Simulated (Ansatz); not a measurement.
# NaCl: the cost of one run

Computed with Ansatz 0.2.0 (DFT PBEsol, scalar-relativistic, plane waves, PAW, unless a step's input says otherwise).

The COD cell was measured well above room temperature, so it is larger than a cold one.

## 1. Starting point

It takes space group Fm-3m (No. 225, cubic). Conventional cell: a = 5.663 Å, b = 5.663 Å, c = 5.663 Å, α = 90.00°, β = 90.00°, γ = 90.00°. Na (site symmetry m-3m) has 6 Cl at 2.83 Å in its first shell of neighbours. Cl (site symmetry m-3m) is surrounded by 6 Na at 2.83 Å.

Structure file:

```cif
data_structure
_symmetry_space_group_name_H-M 'P 1'
_symmetry_Int_Tables_number 1
_cell_length_a 4.0047
_cell_length_b 4.0047
_cell_length_c 4.0047
_cell_angle_alpha 60.000
_cell_angle_beta 60.000
_cell_angle_gamma 60.000
_cell_volume 45.41
loop_
_atom_site_label
_atom_site_type_symbol
_atom_site_fract_x
_atom_site_fract_y
_atom_site_fract_z
_atom_site_occupancy
Na1 Na 0.00000 0.00000 0.00000 1
Cl1 Cl 0.50000 0.50000 0.50000 1
```

The cell is taken as given, not relaxed at this level.

## 2. Next: a tetragonal deformation path

At fixed volume and fractional coordinates, lengths along (0.000, 0.000, 1.000) are scaled against those across it; ρ is that ratio over its starting value.

## 3. Point ρ = 0.707

input.yaml

```yaml
crystal:
  lattice:
    - [0.0, 3.1786919196, 2.2473351872]
    - [3.1786919196, 0.0, 2.2473351872]
    - [3.1786919196, 3.1786919196, 0.0]
  atoms:
    - { symbol: Na, position: [0.0, 0.0, 0.0] }
    - { symbol: Cl, position: [0.5, 0.5, 0.5] }
basis:
  ecutwfc: 420
kpoints:
  mp_grid: { grid: [8, 8, 8] }
hamiltonian:
  xc: pbesol
scf:
  occupations: { method: gaussian, width: 0.05 }
output:
  forces: true
  stress: true
  eigenvalues: true
```

Started as:

```sh
$ ansatz run input.yaml --threads 1 --pin off --max-ram 2560MiB --backend cpu --events-out ev --progress --plain --runs-dir out
```

What time and memory should one allow on 1 thread of Arm Neoverse V1, shared host?

About 1.9 s, with a peak of 0.3 GiB.
